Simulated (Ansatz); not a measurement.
MgS (wurtzite), relaxed with r2SCAN in Ansatz. The symmetry is P6_3mc (No. 186, hexagonal); a = 4.029 Å, c = 6.454 Å in the conventional setting, 22.68 Å³ an atom. Mg has 4 S at 2.45–2.46 Å; S has 4 Mg at 2.45–2.46 Å.

The axes x, y and z are those of this cell:
```
CELL_PARAMETERS angstrom
4.02863 0.00000 0.00000
-2.01431 3.48889 0.00000
0.00000 0.00000 6.45439
ATOMIC_POSITIONS crystal
Mg 0.33333 0.66667 0.99713
Mg 0.66667 0.33333 0.49713
S 0.33333 0.66667 0.37787
S 0.66667 0.33333 0.87787
```

Unstrained: The PBE gap is direct at Γ: 3.473 eV. With r2SCAN the gap is 4.148 eV and direct, at Γ. With HSE06 the gap is 4.533 eV and direct, at Γ. Meshes: PBE 12×12×4, r2SCAN 12×12×4, HSE06 6×6×4. Strains are changes of length per length, and xy shears are angles. After each strain the atoms were relaxed again with r2SCAN within the symmetry that the strain leaves, so tilts or polar shifts that break it weren't tested; points keep the names that they have in the unstrained zone. Note: simulated data, non-magnetic, for a generated structure that need not be the stable one.

(1) Apply uniaxial +0.5 % along z, other directions held. How far does the gap move, against the unstrained cell?

(2) Estimate what xy shear, engineering strain (angle) +3.0 % does to the gap.

(3) For epitaxial -4.0 % in the xy plane, how far does the free direction move, and what happens to the gap?

(4) Order the strained cells by their HSE06 gap, smallest first.
A. uniaxial +0.5 % along z, other directions held
B. xy shear, engineering strain (angle) +3.0 %
C. epitaxial -4.0 % in the xy plane

Answers

(1) PBE: the gap goes from 3.473 to 3.466 eV (-0.007 eV). r2SCAN: the gap goes from 4.148 to 4.139 eV (-0.009 eV). HSE06: the gap goes from 4.533 to 4.525 eV (-0.008 eV). The r2SCAN energy rises by 0.1 meV an atom.

(2) PBE: the gap goes from 3.473 to 3.469 eV (-0.004 eV). r2SCAN: the gap goes from 4.148 to 4.144 eV (-0.004 eV). HSE06: the gap goes from 4.533 to 4.528 eV (-0.005 eV). The r2SCAN energy rises by 1.3 meV an atom.

(3) The normal strain at zero normal stress is +3.61 %, 0.90 of the in-plane strain with the sign turned. PBE: the gap goes from 3.473 to 3.536 eV (+0.063 eV). r2SCAN: the gap goes from 4.148 to 4.215 eV (+0.067 eV). HSE06: the gap goes from 4.533 to 4.606 eV (+0.073 eV).

(4) A (4.52 eV), B (4.53 eV), C (4.61 eV).

The meshes of the hybrids are coarse, so their gaps aren't converged to the digits shown.
